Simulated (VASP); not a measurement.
# BN (F-43m) in VASP: further runs

One crystal, BN, is run at these levels: PBE, PBEsol0, LDA; tasks: G0W0 quasiparticle levels, band structure, dielectric tensor.

Program: VASP 6.6.1. These are calculated values, not measurements. Logs are shortened: lines on timing, memory, paths and dates and some standing lists are left out, and cuts for length are marked.

### 1 Starting point

It takes space group F-43m (No. 216, cubic). The conventional cell has a = 3.626 Å, b = 3.626 Å, c = 3.626 Å, α = 90.00°, β = 90.00°, γ = 90.00°. Around N (site symmetry -43m) lie 4 B at 1.57 Å. B (site symmetry -43m) has 4 N at 1.57 Å as nearest neighbours.

The cell is a database's computed one.

### 2 G0W0 quasiparticle levels, PBE

The input, POSCAR:

```
BN
1.0
    0.0000000000      1.8130010000      1.8130010000
    1.8130010000      0.0000000000      1.8130010000
    1.8130010000      1.8130010000      0.0000000000
N B
1 1
Direct
    0.2500000000      0.2500000000      0.2500000000
    0.0000000000      0.0000000000      0.0000000000
```

The input, INCAR.step1:

```
ALGO     = Normal         # electronic algorithm
EDIFF    = 1E-8           # SCF threshold, eV
ENCUT    = 450            # plane-wave cutoff, eV
GGA      = PE             # functional
ISMEAR   = 0              # smearing method
LASPH    = T              # aspherical terms in the spheres
LCHARG   = F              # write CHGCAR
LREAL    = F              # projectors in reciprocal space
LWAVE    = T              # write WAVECAR
NELM     = 80             # most SCF steps
PREC     = Accurate       # precision mode
SIGMA    = 0.01           # smearing width, eV
```

The input, INCAR.step2:

```
ALGO     = Exact          # electronic algorithm
EDIFF    = 1E-8           # SCF threshold, eV
ENCUT    = 450            # plane-wave cutoff, eV
GGA      = PE             # functional
ISMEAR   = 0              # smearing method
ISTART   = 1            
LASPH    = T              # aspherical terms in the spheres
LCHARG   = F              # write CHGCAR
LOPTICS  = T              # frequency-dependent dielectric function
LREAL    = F              # projectors in reciprocal space
LWAVE    = T              # write WAVECAR
NBANDS   = 18             # bands
NELM     = 1              # most SCF steps
PREC     = Accurate       # precision mode
SIGMA    = 0.01           # smearing width, eV
```

The input, INCAR.step3:

```
ALGO     = EVGW0          # electronic algorithm
EDIFF    = 1E-8           # SCF threshold, eV
ENCUT    = 450            # plane-wave cutoff, eV
ENCUTGW  = 100            # cutoff of the response function
GGA      = PE             # functional
ISMEAR   = 0              # smearing method
ISTART   = 1            
LASPH    = T              # aspherical terms in the spheres
LCHARG   = F              # write CHGCAR
LREAL    = F              # projectors in reciprocal space
LWAVE    = F              # write WAVECAR
NBANDS   = 18             # bands
NBANDSGW = 12           
NELMGW   = 1            
NOMEGA   = 48             # frequency points
PREC     = Accurate       # precision mode
PRECFOCK = Fast         
SIGMA    = 0.01           # smearing width, eV
```

The input, KPOINTS:

```
k-points
0
Gamma
  5 5 5
```

Potentials or basis: VASP PAW PBE potentials, release 64 (N_GW, B_GW).

The run is started by

```
cat potpaw_PBE.64/N_GW/POTCAR potpaw_PBE.64/B_GW/POTCAR > POTCAR
cp INCAR.step1 INCAR
mpirun -np 1 vasp_std > vasp.out
cp INCAR.step2 INCAR
mpirun -np 1 vasp_std > vasp.out
cp INCAR.step3 INCAR
mpirun -np 1 vasp_std > vasp.out
```

OUTCAR:

```text
EDIFF = 1E-8
   ENCUT = 450
   ENCUTGW = 100
   GGA = PE
   ISMEAR = 0
   ISTART = 1
   LASPH = T
   LREAL = F
   NELMGW = 1
   PREC = Accurate
   PRECFOCK = Fast

 Found     10 irreducible k-points:

 Following reciprocal coordinates:
            Coordinates               Weight
  0.000000  0.000000  0.000000      1.000000
  0.200000  0.000000  0.000000      8.000000
  0.400000  0.000000  0.000000      8.000000
  0.200000  0.200000  0.000000      6.000000
  0.400000  0.200000  0.000000     24.000000
 -0.400000  0.200000  0.000000     24.000000
   k-points           NKPTS =     10   k-points in BZ     NKDIM =    125   number of bands    NBANDS=     18
   number of dos      NEDOS =    301   number of ions     NIONS =      2
   total plane-waves  NPLWV =   5832
   dimension x,y,z NGX =    18 NGY =   18 NGZ =   18
   dimension x,y,z NGXF=    36 NGYF=   36 NGZF=   36
   ions per type =               1   1
   NGX,Y,Z   is equivalent  to a cutoff of  11.67, 11.67, 11.67 a.u.
   NGXF,Y,Z  is equivalent  to a cutoff of  23.34, 23.34, 23.34 a.u.
 SYSTEM =  unknown system
   PREC   = accura    normal or accurate (medium, high low for compatibility)
   ISTART =      1    job   : 0-new  1-cont  2-samecut
   ICHARG =      0    charge: 1-file 2-atom 10-const
   ISPIN  =      1    spin polarized calculation?
   LNONCOLLINEAR =      F non collinear calculations
   LSORBIT =      F    spin-orbit coupling
   LASPH  =      T    aspherical Exc in radial PAW
   ENCUT  =  450.0 eV  33.07 Ry    5.75 a.u.   4.43  4.43  4.43*2*pi/ulx,y,z
   NELM   =     60;   NELMIN=  2; NELMDL=  0     # of ELM steps
   EDIFF  = 0.1E-07   stopping-criterion for ELM
   LREAL  =      F    real-space projection
   EDIFFG = 0.1E-06   stopping-criterion for IOM
   NSW    =      0    number of steps for IOM
   IBRION =     -1    ionic relax: 0-MD 1-quasi-New 2-CG
   NFREE  =      0    steps in history (QN), initial steepest desc. (CG)
   ISIF   =      0    stress and relaxation
   ISYM   =      3    0-nonsym 1-usesym 2-fastsym
   POTIM  = 0.5000    time-step for ionic-motion
   TEBEG  =    0.0;   TEEND  =   0.0 temperature during run
   PSTRESS=    0.0 pullay stress
   NELECT =       8.0000    total number of electrons
   NUPDOWN=      -1.0000    fix difference up-down
   EMIN   =  10.00;   EMAX   =-10.00  energy-range for DOS
   EFERMI =   0.00;   METHOD = LEGACY
   ISMEAR =     0;   SIGMA  =   0.01  broadening in eV -4-tet -1-fermi 0-gaus
   EFERMI_NEDOS =   21; number of points for ismear=-14 and -15
   IALGO  =     38    algorithm
   IMIX   =      4    mixing-type and parameters
     AMIX     =   0.40;   BMIX     =  1.00
     AMIX_MAG =   1.60;   BMIX_MAG =  1.00
  volume/ion in A,a.u.               =       5.96        40.22
  Fermi-wavevector in a.u.,A,eV,Ry     =   1.433387  2.708709 27.954506  2.054598
  Thomas-Fermi vector in A             =   2.552911
   LORBIT       =      0    0 simple, 1 ext, 2 COOP (PROOUT), +10 PAW based schemes
   GGA     = PE    functional components
   LHFCALC =     T    Hartree Fock is set to
   PRECFOCK=fast      Normal, Fast or Accurate (Low or Medium for compatibility)
   ENCUT4O =  -1.0   cutoff for four orbital integrals eV
   NKREDX  =     1    reduce k-point grid by
   NKREDY  =     1    reduce k-point grid by
   NKREDZ  =     1    reduce k-point grid by
   AEXX    =    1.0000 exact exchange contribution
   HFSCREEN=    0.0000 screening length (either q_TF or 0.3 A-1)
   HFSCREENC=   0.0000 screening length for correlation (either q_TF or 0.3 A-1)
   ENCUTFOCK=  -1.0 apply spherical cutoff to Coloumb kernel
   IVDW    =     0    specifies the selected vdW correction
   LEPSILON=     F    determine dielectric tensor
   LRPA    =     F    only Hartree local field effects (RPA)
   LRPAFORCE           =     F    calculate RPA forces
   ENCUTGW             = 100.0    cutoff for response function in eV
   ENCUTGWSOFT         =  80.0    soft cutoff for Coulomb kernel in GW response function in eV
   ENCUTLF             =  -1.0    cutoff for local field effects
   NELMGW              =     1    number of iterations in solving QP/BSE equation
   NELMHF              =     1    number of iterations in the inner HF iteration
   NKREDLFX            =     1    NKREDLFY  =   1   NKREDLFZ  =   1
 non-spin polarized calculation
 Gauss-broadening in eV      SIGMA  =   0.01
  energy-cutoff  :      450.00
  volume of cell :       11.92
 maximum number of plane-waves:       271
 NGX is ok and might be reduce to    18
  NGX = 12; NGY = 12; NGZ = 12
   NGX =  9   NGY =  9   NGZ =  9
 maximum number of plane-waves:        29
 NGX is ok and might be reduce to    10

 QP shifts <psi_nk| G(iteration)W_0 |psi_nk>: iteration 1
 for sc-GW calculations column KS-energies equals QP-energies in previous step
 and V_xc(KS)=  KS-energies - (<T + V_ion + V_H > + <T+V_H+V_ion>^1  + <V_x>^1)

 k-point   1 :       0.0000    0.0000    0.0000
  band No.  KS-energies  QP-energies   sigma(KS)   V_xc(KS)     V^pw_x(r,r')   Z            occupation Imag(sigma)

      1     -12.7746     -14.4414     -17.5904     -15.4665     -26.4500       0.7848       2.0000       1.5872
      2       7.3611       7.2098     -18.4395     -18.2565     -21.9136       0.8269       2.0000       0.1020
      3       7.3611       7.2098     -18.4395     -18.2565     -21.9136       0.8269       2.0000       0.1020
      4       7.3611       7.2098     -18.4395     -18.2565     -21.9136       0.8269       2.0000       0.1020
      5      16.1293      18.0651     -11.4296     -13.7507      -6.9425       0.8340       0.0000      -0.1146
      6      16.1293      18.0651     -11.4296     -13.7507      -6.9425       0.8340       0.0000      -0.1146
      7      16.1293      18.0651     -11.4296     -13.7507      -6.9425       0.8340       0.0000      -0.1146
      8      17.5523      19.2448     -13.3472     -15.4132      -8.3628       0.8192       0.0000      -0.1426
      9      31.9279      33.1073      -9.9162     -11.3986      -3.2929       0.7956       0.0000      -0.6271
     10      35.0219      37.2767     -10.6118     -13.2705      -5.4154       0.8481       0.0000      -0.5919
     11      35.0219      37.2767     -10.6118     -13.2705      -5.4154       0.8481       0.0000      -0.5919
     12      35.6198      37.0899      -9.2792     -11.0391      -3.0244       0.8354       0.0000      -0.9360

 k-point   2 :       0.2000    0.0000    0.0000
  band No.  KS-energies  QP-energies   sigma(KS)   V_xc(KS)     V^pw_x(r,r')   Z            occupation Imag(sigma)

      1     -11.8242     -13.3825     -17.6415     -15.6409     -26.3420       0.7789       2.0000       1.4322
      2       3.3958       2.7139     -17.4477     -16.6083     -21.5165       0.8123       2.0000       0.1389
      3       6.5405       6.2816     -18.1023     -17.7884     -21.6561       0.8246       2.0000       0.1069
      4       6.5405       6.2816     -18.1023     -17.7884     -21.6561       0.8246       2.0000       0.1069
      5      16.7333      18.4976     -12.2113     -14.3347      -7.6069       0.8309       0.0000      -0.1234
      6      17.2995      19.3447     -11.7060     -14.1746      -7.0351       0.8285       0.0000      -0.1261
      7      17.2995      19.3447     -11.7060     -14.1746      -7.0351       0.8285       0.0000      -0.1261
      8      20.0334      22.1855     -13.4182     -16.0887      -8.1856       0.8059       0.0000      -0.1717
      9      30.9692      32.6887     -10.0351     -12.0894      -4.6912       0.8370       0.0000      -0.4615
     10      30.9692      32.6887     -10.0351     -12.0894      -4.6912       0.8370       0.0000      -0.4615
     11      30.9934      32.2126      -9.3600     -10.8690      -3.0494       0.8079       0.0000      -0.5398
     12      35.0479      36.6323     -10.2032     -12.1441      -3.3777       0.8163       0.0000      -1.0207

 k-point   3 :       0.4000    0.0000    0.0000
  band No.  KS-energies  QP-energies   sigma(KS)   V_xc(KS)     V^pw_x(r,r')   Z            occupation Imag(sigma)

      1      -9.3717     -10.7044     -18.1288     -16.3797     -26.4043       0.7619       2.0000       1.0591
      2      -2.0697      -3.2402     -16.5329     -15.0296     -21.8847       0.7786       2.0000       0.2695
      3       5.5735       5.1835     -17.9135     -17.4388     -21.6609       0.8215       2.0000       0.1152
      4       5.5735       5.1835     -17.9135     -17.4388     -21.6609       0.8215       2.0000       0.1152
      5      17.2929      18.9913     -12.5292     -14.5785      -7.8513       0.8288       0.0000      -0.1277
      6      18.0165      20.0292     -11.5514     -13.9792      -6.7848       0.8290       0.0000      -0.1319
      7      18.0165      20.0292     -11.5514     -13.9792      -6.7848       0.8290       0.0000      -0.1319
      8      22.2676      24.4234     -12.6676     -15.3781      -6.8945       0.7953       0.0000      -0.2262
      9      30.5269      32.0078     -10.1273     -11.9730      -3.7395       0.8024       0.0000      -0.5059
     10      32.8656      34.8048     -10.5678     -12.9261      -4.5765       0.8223       0.0000      -0.6522
     11      32.8656      34.8048     -10.5678     -12.9261      -4.5765       0.8223       0.0000      -0.6522
     12      34.3836      36.4090     -10.7795     -13.2993      -3.7236       0.8038       0.0000      -0.9435
[... 17 lines left out ...]
 k-point   5 :       0.4000    0.2000    0.0000
  band No.  KS-energies  QP-energies   sigma(KS)   V_xc(KS)     V^pw_x(r,r')   Z            occupation Imag(sigma)

      1      -9.5127     -10.8576     -17.9980     -16.2339     -26.2683       0.7624       2.0000       1.0686
      2       0.0148      -1.0056     -17.0679     -15.7779     -21.9600       0.7909       2.0000       0.2028
      3       3.8953       3.2654     -17.5032     -16.7303     -21.4917       0.8149       2.0000       0.1323
      4       4.1392       3.5731     -17.4611     -16.7678     -21.3967       0.8166       2.0000       0.1289
      5      15.1682      16.7314     -11.4816     -13.3465      -7.1014       0.8382       0.0000      -0.1115
      6      19.9480      21.9132     -12.2740     -14.6736      -7.3184       0.8190       0.0000      -0.1543
      7      20.5351      22.6433     -12.2320     -14.8271      -6.9401       0.8124       0.0000      -0.1736
      8      20.8533      23.1704     -12.2493     -15.1078      -6.9318       0.8106       0.0000      -0.1781
      9      27.1720      29.2060     -11.9287     -14.4856      -5.8454       0.7955       0.0000      -0.3441
     10      33.6841      35.6919     -10.7048     -13.2065      -3.8010       0.8026       0.0000      -0.8499
     11      36.3648      38.4694     -10.4330     -12.9660      -4.3111       0.8309       0.0000      -0.9029
     12      37.7927      39.4788      -9.4086     -11.4315      -3.1101       0.8335       0.0000      -1.0309

 k-point   6 :      -0.4000    0.2000    0.0000
  band No.  KS-energies  QP-energies   sigma(KS)   V_xc(KS)     V^pw_x(r,r')   Z            occupation Imag(sigma)

      1      -8.0936      -9.3303     -18.6050     -16.9695     -26.6763       0.7561       2.0000       0.8863
      2      -2.2750      -3.4691     -16.2559     -14.7216     -21.5680       0.7782       2.0000       0.2732
      3       2.5282       1.7362     -17.2282     -16.2483     -21.4881       0.8082       2.0000       0.1510
      4       4.6079       4.0969     -17.6237     -16.9986     -21.5034       0.8174       2.0000       0.1242
      5      16.2663      17.8802     -11.3905     -13.3170      -6.9123       0.8377       0.0000      -0.1168
      6      20.0713      22.2874     -11.9578     -14.6794      -6.7378       0.8143       0.0000      -0.1665
      7      20.1106      22.1203     -12.7974     -15.2728      -7.6617       0.8119       0.0000      -0.1656
      8      22.9530      25.3648     -13.1290     -16.1844      -7.2464       0.7894       0.0000      -0.2415
      9      27.5762      29.3683     -10.6943     -12.9293      -4.6816       0.8018       0.0000      -0.3375
     10      32.2627      34.1479     -10.4226     -12.6977      -4.6967       0.8286       0.0000      -0.5732
     11      33.9108      36.1165     -11.2261     -13.9928      -4.1293       0.7972       0.0000      -0.8917
     12      38.2460      40.0188      -9.6323     -11.7477      -3.4303       0.8380       0.0000      -1.0637

 [... further k-points ...]
```

Run time: 12 s. Hardware: 1 thread of Intel Xeon Platinum 8488C (Sapphire Rapids), shared host; peak memory 0.13 GiB.

The run converged, but some of its settings lie outside the range that counts as converged, so its numbers aren't taken as properties of the crystal.

What came out:

| Quantity | Value |
| --- | --- |
| Band gap on the k mesh, mean-field level | 4.92 eV, indirect (least direct gap 8.77 eV) |
| Quasiparticle gap | 6.30 eV |
| Least direct quasiparticle gap | 10.86 eV |

Caveat: the k mesh is coarse (spacing up to 0.60 Å⁻¹), so the values aren't converged; bands, screening cutoff and mesh are small and nothing is extrapolated, so the quasiparticle values aren't converged; an odd mesh through Γ misses points on the zone boundary, where band edges often lie.

[end of part 1 of 3]
